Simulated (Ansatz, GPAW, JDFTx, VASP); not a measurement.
**One calculation of ZnS, 4 ways**

```
Zn S
1.0
     0.00000    2.70200    2.70200
     2.70200    0.00000    2.70200
     2.70200    2.70200    0.00000
Zn S
1 1
Direct
  0.75000 0.75000 0.75000
  0.00000 0.00000 0.00000
```

Alike in all runs: task single point; functional PBEsol; k mesh 9 × 9 × 9; occupations gaussian, width 0.1 eV; no spin polarisation; no spin-orbit coupling. Pressure is positive in compression and, in plane waves, holds the error of the finite cutoff.

```tsv
program and potentials	plane-wave cutoff (eV)	notes	pressure (GPa)
JDFTx, PseudoDojo-SR-PBEsol-0.4.1-standard with smoothed tails	1143	13 valence electrons an atom on average	-2.02
GPAW, PAW data sets generated for this functional	600	9 valence electrons an atom on average	-1.99
Ansatz, all-electron LAPW, scalar-relativistic	-	-	?
VASP, PBE PAW files S, Zn, 520 eV	520	potentials made for PBE; 9 valence electrons an atom on average	-1.79
```

**Question.** Estimate from the other rows what the run with Ansatz, all-electron LAPW, scalar-relativistic gave.

**Answer.** Pressure -1.97 GPa. The other rows, which needn't bracket it: pressure -2.02 to -1.79.
